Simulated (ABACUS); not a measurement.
## InAs: single point with LDA

**What was measured.**

From a printed reference work, data compilation, for a bulk crystal of InAs at 4.2 K: band gap 0.418 eV (direct).

InAs:

```xyz
2
Lattice="-3.0180 0.0000 3.0180 0.0000 3.0180 3.0180 -3.0180 3.0180 0.0000" Properties=species:S:1:pos:R:3 pbc="T T T"
In    0.0000    0.0000    0.0000
As   -1.5090    1.5090    1.5090
```

```
Program                                       : ABACUS 3.10.1
Task                                          : single point
Functional                                    : LDA
Potentials or basis                           : PseudoDojo NC SR 0.4.1 LDA standard
Cutoff                                        : 1102 eV
Density cutoff                                : 4408 eV
Basis                                         : plane waves
k mesh                                        : 6 × 6 × 6
Occupations                                   : fermi-dirac, width 0.05 eV
Spin                                          : no spin polarisation
Radial cutoff of the potentials (pseudo_rcut) : 7 bohr
SCF threshold on the density                  : 1e-08
Max SCF steps                                 : 100
Eigensolver                                   : dav
Mixing                                        : broyden
Mixing share                                  : 0.7
Symmetry key                                  : 1
Bands                                         : 24
```

| Quantity | Value |
| --- | --- |
| Pressure | -0.3 GPa |
| Band gap on the k mesh | none (metal or under the smearing width) |

Levels at points of the mesh, in eV from the Fermi level:
| k point | band 10 | band 11 | band 12 | band 13 | band 14 | band 15 | band 16 | band 17 | band 18 | band 19 |
| --- | --- | --- | --- | --- | --- | --- | --- | --- | --- | --- |
| (0.00, 0.00, 0.00) | -14.29 | -12.01 | -0.45 | -0.04 | -0.04 | -0.04 | 3.80 | 3.80 | 3.80 | 7.26 |
| (0.50, 0.50, 0.50) | -14.28 | -10.52 | -5.91 | -1.04 | -1.04 | 0.76 | 4.58 | 4.58 | 6.68 | 8.85 |
| (0.50, 0.50, 0.00) | -14.27 | -9.97 | -5.99 | -2.40 | -2.40 | 1.38 | 1.91 | 9.01 | 9.13 | 9.13 |

It took 8 s on 4 MPI ranks on Intel(R) Xeon(R) Platinum 8223CL CPU @ 3.00GHz (Skylake/Cascade Lake) (shared host), peak memory 0.44 GiB a rank.

A measured gap of InAs is 0.418 eV (direct; 4.2 K; a printed reference work, data compilation); the calculated 0.00 eV misses it by -0.42 eV. Spin-orbit coupling on As, In is left out. The value is that of LDA on a finite k mesh, which can miss the band edges, without temperature or zero-point motion. Semilocal functionals fall short of measured gaps as a rule.

Caveat: this crystal is a semiconductor, whose small gap the functional closes, so the metal is an error of the method.
